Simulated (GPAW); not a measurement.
# Ge (I4_1/amd) in GPAW: notebook

Aim: see how the results for Ge move with the level of theory and the settings. Levels: PBE, LDA, PBEsol. Tasks: single point, relaxation of cell and atoms.

All numbers are computed with GPAW 26.7.0; they aren't measurements. Logs are shortened: lines on timing, memory, paths and dates and some standing lists are left out, and cuts for length are marked. The log counts tension as positive stress, the text compression.

## (1) The structure

Symmetry: I4_1/amd, No. 141, tetragonal system. Conventional cell: a = 5.149 Å, b = 5.149 Å, c = 2.795 Å, α = 90.00°, β = 90.00°, γ = 90.00°. Around Ge (site symmetry -4m2) lie 6 Ge at 2.67 to 2.79 Å.

This isn't the form of Ge at room conditions, which is diamond.

## (2) Single point, PBE

run.py

```python
from ase.io import read
from gpaw import PW
from gpaw.dft import DFT

atoms = read('POSCAR')

dft = DFT(atoms,
          mode=PW(600),
          xc='PBE',
          kpts={'size': (11, 11, 11), 'gamma': True},
          occupations={'name': 'fermi-dirac', 'width': 0.05},
          nbands=11,
          convergence={'density': 1e-05, 'energy': 1e-05},
          maxiter=150,
          txt='gpaw.txt')
print(f'Energy: {dft.calculate_energy():.6f} eV')
print('Forces (eV/A):')
print(dft.calculate_forces().round(4))
print('Stress (eV/A^3):', dft.calculate_stress().round(6))
dft.write_gpw_file('gs.gpw')
```

POSCAR

```
Ge
1.0
   -2.5744897190      2.5744897190      1.3974126432
    2.5744897190     -2.5744897190      1.3974126432
    2.5744897190      2.5744897190     -1.3974126432
Ge
2
Direct
    0.5000000000      0.5000000000      0.0000000000
    0.2500000000      0.7500000000      0.5000000000
```

Potentials or basis: GPAW PAW data sets (gpaw-data 1.2.1), pw.

Started as:

```sh
OMP_NUM_THREADS=1 python run.py
```

gpaw.txt:

```text
Diagonalizing LCAO Hamiltonian
Converting LCAO to pw mode

       Ge    Ge

Atoms  # Å, Bohr magnetons
|   | symbol |        x |        y |        z |    initial magnetic moments |
|---|--------|----------|----------|----------|-----------------------------|
| 0 |     Ge | 0.000000 | 0.000000 | 1.397413 | ( 0.0000,  0.0000,  0.0000) |
| 1 |     Ge | 2.574490 | 0.000000 | 0.698706 | ( 0.0000,  0.0000,  0.0000) |

Unit cell  # Å
| periodic |         x |         y |         z |  lengths |     angles |
|----------|-----------|-----------|-----------|----------|------------|
|      yes | -2.574490 |  2.574490 |  1.397413 | 3.899841 |  97.376984 |
|      yes |  2.574490 | -2.574490 |  1.397413 | 3.899841 |  97.376984 |
|      yes |  2.574490 |  2.574490 | -1.397413 | 3.899841 | 138.005201 |

Number of symmetries: 8
Symmetry operations  # r_c * U_cc + t_c -> r_c
|   | kind |            matrix            |
|---|------|------------------------------|
| 0 |  σ   |  1, 1, 1,  0, 0,-1,  0,-1, 0 |
| 1 |  E   |  1, 0, 0,  0, 1, 0,  0, 0, 1 |
| 2 |  C2  |  0, 1, 0,  1, 0, 0, -1,-1,-1 |
| 3 |  S4  |  0, 0, 1, -1,-1,-1,  0, 1, 0 |
| 4 |  σ   |  0, 0,-1,  1, 1, 1, -1, 0, 0 |
| 5 |  C2  |  0,-1, 0, -1, 0, 0,  0, 0,-1 |
| 6 |  C2  | -1, 0, 0,  0,-1, 0,  1, 1, 1 |
| 7 |  S4  | -1,-1,-1,  0, 0, 1,  1, 0, 0 |

BZ-sampling:
  Number of BZ points: 1331
  Number of IBZ points: 126

  Monkhorst-Pack size: [11, 11, 11]
  Monkhorst-Pack shift: [0, 0, 0]

K-points  # in reciprocal-cell coordinates
|     |                                coordinates |     weight |
|-----|--------------------------------------------|------------|
|   0 | (  0.00000000,   0.00000000,   0.00000000) | 0.00075131 |
|   1 | (  0.09090909,  -0.09090909,   0.00000000) | 0.00300526 |
|   2 | (  0.09090909,  -0.09090909,   0.09090909) | 0.00300526 |
|   3 | (  0.09090909,   0.00000000,   0.00000000) | 0.00601052 |
|   4 | (  0.09090909,   0.09090909,  -0.09090909) | 0.00150263 |
|   5 | (  0.18181818,  -0.18181818,   0.00000000) | 0.00300526 |
|   6 | (  0.18181818,  -0.18181818,   0.09090909) | 0.00601052 |
|   7 | (  0.18181818,  -0.18181818,   0.18181818) | 0.00300526 |
|   8 | (  0.18181818,  -0.09090909,   0.00000000) | 0.01202104 |
|   9 | (  0.18181818,  -0.09090909,   0.09090909) | 0.00601052 |
| ... |                                            |            |
| 125 | (  0.45454545,   0.45454545,   0.45454545) | 0.00601052 |

Plane wave coefficients: 1258
Cutoff: 600.0 eV

Spin-components: 1 (collinear spins)
Bands:           11
Projectors:      10
Spin-degeneracy: 2
Datatype:        complex128

Parallelization:
  kpt:    1
  domain: 1
  band:   1

Density:
  Valence electrons: 8.0
  Components: 1
  Grid points: [24 24 24]
  Charge: 0.0  # |e|

Potential:
  Grid points: [24 24 24]

species:
  Ge:
    name:    Germanium
    Z:       32.0
    valence: 4
    core:    28
    charge:  0.0  # [|e|]
    compensation charges:
      type: gauss
      rc: 0.32  # [Å]
      lmax: 2
    cutoffs:
      filter: 1.77  # [Å]
      core: 3.42  # [Å]
    projectors
    | kind |    occ | energy [eV] | rcut [Å] |
    |------|--------|-------------|----------|
    |   4s |  2.000 |     -11.726 |    1.005 |
    |   4p |  2.000 |      -3.896 |    1.005 |
    |    s |        |      15.485 |    1.005 |
    |    p |        |      23.315 |    1.005 |
    |    d |        |       0.000 |    1.005 |

    Using partial waves for Ge as LCAO basis

Reference energy: -114195.275705  # eV

eigensolver:
  PPCG
  Converge bands: occupied
  niter=2

density mixing:
  MSR1-Mixer
  Pratt-step length: 0.05
  Maximum mixing coefficient: 0.75
  Old densities: 10
  SVD Regularization: 0.005
  Good broyden scale: 1.0
  Trust region scale: 1.0
  Backstep threshold: 4.0
  History deletion threshold: 6.0
  Fourier metric: weight=20.0, sigma=0.015

occupation numbers:
  Fermi-Dirac:
    width: 0.0500  # eV

poisson solver:
  ecut: 4800.0  # eV

xc functional:
  name: PBE with 2 nearest neighbor stencil

convergence criteria:
- Maximum integral of absolute [dens]ity change: 1e-05 electrons / valence electron
- Maximum [total energy] change in last 3 cyles: 1e-05 eV / valence electron
- Maximum integral of absolute [eigenst]ate change: 4e-08 eV^2 / valence electron
maximum number of iterations: 150

SCF iterations
|iter     | |      energy | eigst |  dens |
|---------|-|-------------|-------|-------|
|iter:   1| |   -8.582675 | -0.71 |       |
|iter:   2| |   -8.583105 | -3.09 | -1.18 |
|iter:   3| |   -8.580083 | -3.52 | -1.20 |
|iter:   4| |   -8.580303 | -4.33 | -1.71 |
|iter:   5| |   -8.580287 | -5.51 | -2.67 |
|iter:   6| |   -8.580287c| -7.25 | -3.75 |
|iter:   7| |   -8.580287c| -7.90c| -4.46 |
|iter:   8| |   -8.580287c| -9.03c| -5.28c|
SCF steps: 8
Energy contributions relative to reference atoms: (reference = -114195.275705)

Energy contributions:
  Kinetic:          18.925856
  Coulomb:         -16.571046
  Zero:             -0.002915
  External:          0.000000
  Xc:              -10.928159
  Entropy:          -0.008049
  Spinorbit:         0.000000
  ----------------------------
  Free energy:      -8.584312
  Extrapolated:     -8.580287

Forces  # eV/Ang
|       x |       y |       z |
|---------|---------|---------|
| 0.00000 | 0.00000 | 0.00000 |  # Ge   0
| 0.00000 | 0.00000 | 0.00000 |  # Ge   1

Stress tensor  # eV/Ang^3
|         x |         y |         z |
|-----------|-----------|-----------|
| -0.019580 | -0.000000 | -0.000000 |
| -0.000000 | -0.019580 |  0.000000 |
| -0.000000 |  0.000000 | -0.017975 |

Writing to gs.gpw (mode='')

  __  _  _
 | _ |_)|_||  |
 |__||  | ||/\| - 26.7.0

Input parameters:
  mode=PW(ecut=600.0),
  convergence={'density': 1e-05, 'energy': 1e-05},
  kpts=MonkhorstPack(size=(11, 11, 11), gamma=True),
  maxiter=150,
  nbands=11,
  occupations=Occupations(name='fermi-dirac', width=0.05),
  xc=XC(name='PBE')
# Writing to gs.gpw (mode='')
```

Run time: 28 s. Hardware: 1 thread of Arm Neoverse V2, shared host; peak memory 0.19 GiB.

What came out:

| Quantity | Value |
| --- | --- |
| Free energy | -8.5843 eV |
| Pressure | 3.1 GPa |
| Band gap on the k mesh | none (metal or under the smearing width) |

Levels at points of the mesh, in eV from the Fermi level:
```csv
k point,band 1,band 2,band 3,band 4,band 5,band 6,band 7
"(0.00, 0.00, 0.00)",-13.33,-4.09,-2.36,-2.36,3.24,7.60,7.60
```

## (3) Relaxation of cell and atoms, LDA

run.py

```python
from ase.filters import FrechetCellFilter
from ase.io import read, write
from ase.optimize import LBFGS
from gpaw import GPAW, PW

atoms = read('POSCAR')

calc = GPAW(mode=PW(600),
            xc='LDA',
            kpts={'size': (11, 11, 11), 'gamma': True},
            occupations={'name': 'fermi-dirac', 'width': 0.05},
            nbands=11,
            convergence={'density': 1e-05, 'forces': 0.0001},
            maxiter=150,
            txt='gpaw.txt')
atoms.calc = calc
opt = LBFGS(FrechetCellFilter(atoms), trajectory='relax.traj', logfile='-')
done = opt.run(fmax=0.02, steps=100)
calc.write('gs.gpw')
write('result.traj', atoms)
print('Converged:', done)
print('Cell:', atoms.cell.cellpar().round(4))
print('Volume:', round(atoms.get_volume(), 4))
print(atoms.get_scaled_positions().round(5))
```

POSCAR is that of step 2.

Potentials or basis: the program's PAW data sets (release 1.2.1) made for this functional, pw.

Started as:

```sh
OMP_NUM_THREADS=1 python run.py
```

Run time: 90 s. Hardware: 1 thread of Arm Neoverse V1, shared host; peak memory 0.23 GiB.

The run converged. Its results:

* Free energy: -10.0536 eV
* Relaxed volume: 17.92 Å³/atom
* Relaxed cell: a = 3.858 Å, b = 3.858 Å, c = 3.858 Å, α = 97.36°, β = 97.36°, γ = 138.07°
* Space group after relaxing (to 0.05 Å): I4_1/amd (No. 141)
* Energy gained by relaxing: 4.6 meV/atom
* Ionic steps: 3
* Pressure after relaxing: 0.1 GPa
* Band gap on the k mesh: none (metal or under the smearing width)

Stress tensor (GPa, compression positive):
```
0.12 0.00 0.00
0.00 0.12 0.00
0.00 0.00 0.02
```

The path:
| step | energy change (eV) | largest force (eV/Å) | pressure (GPa) | volume (Å³) |
| --- | --- | --- | --- | --- |
| 1 | 0.0000 | 0.0000 | -2.53 | 37.05 |
| 2 | -0.0033 | 0.0000 | -2.07 | 36.82 |
| 3 | -0.0092 | 0.0000 | 0.09 | 35.84 |

Final structure:
```cif
data_structure
_symmetry_space_group_name_H-M 'P 1'
_symmetry_Int_Tables_number 1
_cell_length_a 3.8582
_cell_length_b 3.8582
_cell_length_c 3.8582
_cell_angle_alpha 97.356
_cell_angle_beta 97.356
_cell_angle_gamma 138.068
_cell_volume 35.84
loop_
_atom_site_label
_atom_site_type_symbol
_atom_site_fract_x
_atom_site_fract_y
_atom_site_fract_z
_atom_site_occupancy
Ge1 Ge 0.50000 0.50000 0.00000 1
Ge2 Ge 0.25000 0.75000 0.50000 1
```

Levels at points of the mesh, in eV from the Fermi level:
```tsv
k point	band 2	band 3	band 4	band 5	band 6	band 7
(0.00, 0.00, 0.00)	-4.12	-2.45	-2.45	3.26	7.73	7.73
```

Caveat: later steps reuse the first step's grids.

## (4) Relaxation of cell and atoms, PBEsol, target pressure -1 GPa, at which the enthalpy is minimised

run.py

```python
from ase import Atoms
from ase.filters import FrechetCellFilter
from ase.io import write
from ase.optimize import BFGS
from ase.units import GPa
from gpaw import GPAW, PW, setup_paths

setup_paths.insert(0, '.')

atoms = Atoms(['Ge', 'Ge'],
              cell=[[-2.574489719, 2.574489719, 1.3974126432],
                    [2.574489719, -2.574489719, 1.3974126432],
                    [2.574489719, 2.574489719, -1.3974126432]],
              scaled_positions=[[0.5, 0.5, 0.0],
                                [0.25, 0.75, 0.5]],
              pbc=True)

calc = GPAW(mode=PW(600),
            xc='PBEsol',
            kpts={'size': (11, 11, 11), 'gamma': True},
            occupations={'name': 'fermi-dirac', 'width': 0.05},
            nbands=11,
            convergence={'density': 1e-05, 'forces': 0.0001},
            maxiter=150,
            txt='gpaw.txt')
atoms.calc = calc
opt = BFGS(FrechetCellFilter(atoms, scalar_pressure=-1 * GPa), trajectory='relax.traj', logfile='-')
done = opt.run(fmax=0.01, steps=100)
calc.write('gs.gpw')
write('result.traj', atoms)
print('Converged:', done)
print('Cell:', atoms.cell.cellpar().round(4))
print('Volume:', round(atoms.get_volume(), 4))
print(atoms.get_scaled_positions().round(5))
```

Potentials or basis: PAW data sets generated in the run's folder for this functional, pw.

Started as:

```sh
gpaw-setup -f PBEsol Ge
OMP_NUM_THREADS=1 python run.py
```

Wall time 2.1 min (1 thread of Arm Neoverse V1, shared host); peak memory 0.29 GiB.

The run converged. Its results:

```yaml
Free_energy: -9.5459 eV
Relaxed_volume: 18.61 Å³/atom
Relaxed_cell: a = 3.909 Å, b = 3.909 Å, c = 3.909 Å, α = 97.32°, β = 97.32°, γ = 138.18°
Space_group_after_relaxing_to_0.05_Å: I4_1/amd (No. 141)
Energy_change_on_relaxing_the_enthalpy_is_what_falls: +0.4 meV/atom
Ionic_steps: 5
Pressure_after_relaxing: -1.0 GPa
Band_gap_on_the_k_mesh: none (metal or under the smearing width)
```

The path:
```csv
step,energy change (eV),largest force (eV/Å),pressure (GPa),volume (Å³)
1,0.0000,0.0000,-0.71,37.05
2,0.0001,0.0000,-0.76,37.08
3,0.0008,0.0000,-1.05,37.22
4,0.0008,0.0000,-1.06,37.22
5,0.0008,0.0000,-1.03,37.21
```

Final structure:
```
CELL_PARAMETERS angstrom
-2.58230 2.58230 1.39519
2.58230 -2.58230 1.39519
2.58230 2.58230 -1.39519
ATOMIC_POSITIONS crystal
Ge 0.50000 0.50000 0.00000
Ge 0.25000 0.75000 0.50000
```

Levels at points of the mesh, in eV from the Fermi level:
```tsv
k point	band 1	band 2	band 3	band 4	band 5	band 6	band 7
(0.00, 0.00, 0.00)	-13.29	-4.16	-2.36	-2.36	3.19	7.53	7.53
```

Caveat: later steps reuse the first step's grids.

## (5) The reference run

An earlier run on the cell as given: functional PBE; potentials or basis GPAW PAW data sets (gpaw-data 1.2.1); cutoff 600 eV; basis pw; k mesh 11 × 11 × 11; occupations fermi-dirac, width 0.05 eV; no spin polarisation.

* Pressure: 3.1 GPa
* Band gap on the k mesh: none (metal or under the smearing width)

## (6) Summary

```tsv
task	level	potentials or basis	cell	optimizer	fmax	max steps	convergence	target pressure	gap on the mesh (eV)	pressure (GPa)
single point	PBE	GPAW PAW data sets (gpaw-data 1.2.1), pw	as given	-	-	-	-	-	none	3.1
relaxation of cell and atoms	LDA	the program's PAW data sets (release 1.2.1) made for this functional, pw	relaxed	LBFGS	0.02 eV/Å	100	density=1e-05 forces=0.0001	-	none	0.1
relaxation of cell and atoms	PBEsol	PAW data sets generated in the run's folder for this functional, pw	relaxed to -1 GPa	BFGS	0.01 eV/Å	100	density=1e-05 forces=0.0001	-1 GPa	none	-1.0
```

Alike in all rows: no spin polarisation; k mesh 11 × 11 × 11; cutoff (eV) 600; smearing fermi-dirac 0.05 eV.

Caveats: later steps reuse the first step's grids (some runs).

Absolute energies hang on the potentials; compare differences alone.
